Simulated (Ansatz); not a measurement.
Runs of Ansatz 0.2.0 on HfO2. Symmetry: P2_12_12, No. 18, orthorhombic system. Conventional cell: a = 5.080 Å, b = 5.165 Å, c = 4.891 Å, α = 90.00°, β = 90.00°, γ = 90.00°. Around Hf (site symmetry 1) lie 7 O at 1.99 to 2.25 Å. O (site symmetry 1) has 3 Hf at 1.99 to 2.25 Å as nearest neighbours. O (site symmetry 2) has 4 Hf at 2.13 to 2.15 Å as nearest neighbours. O (site symmetry 2) has 4 Hf at 2.16 to 2.18 Å as nearest neighbours. The cell comes from a database or a generator and needn't be the stable form of this composition.

```tsv
level	gap on the mesh (eV)	pressure (GPa)	relaxed volume (Å³/atom)
PBEsol+D3(BJ)-ATM	3.72	0.0	10.61
PBEsol	(a)	0.0	10.74
PBEsol+D3(BJ)	3.72	0.0	(b)
PBEsol+D4	3.71	0.0	10.66
```

Alike in all rows: task relaxation of cell and atoms; potentials or basis Ansatz PAW; no spin polarisation; cell relaxed; k mesh 5 × 5 × 6; cutoff (eV) 420; smearing fermi-dirac 0.05 eV.

Task: Estimate the missing entries.

Result: (a) 3.69; (b) 10.58.

Caveats: odd divisions of the mesh miss points on the zone boundary, where band edges often lie, so the gap on the mesh can be too wide; the plane-wave basis is chosen anew once the cell has moved, so the energies of steps on either side of that aren't comparable; spin-orbit coupling is left out, which moves the levels of the heavy elements; the PAW data sets come from PBE, with cores solved anew for the run's functional, which leaves a small shift of forces and pressure.

A k mesh can miss the band edges, and the runs leave out spin-orbit coupling on Hf.
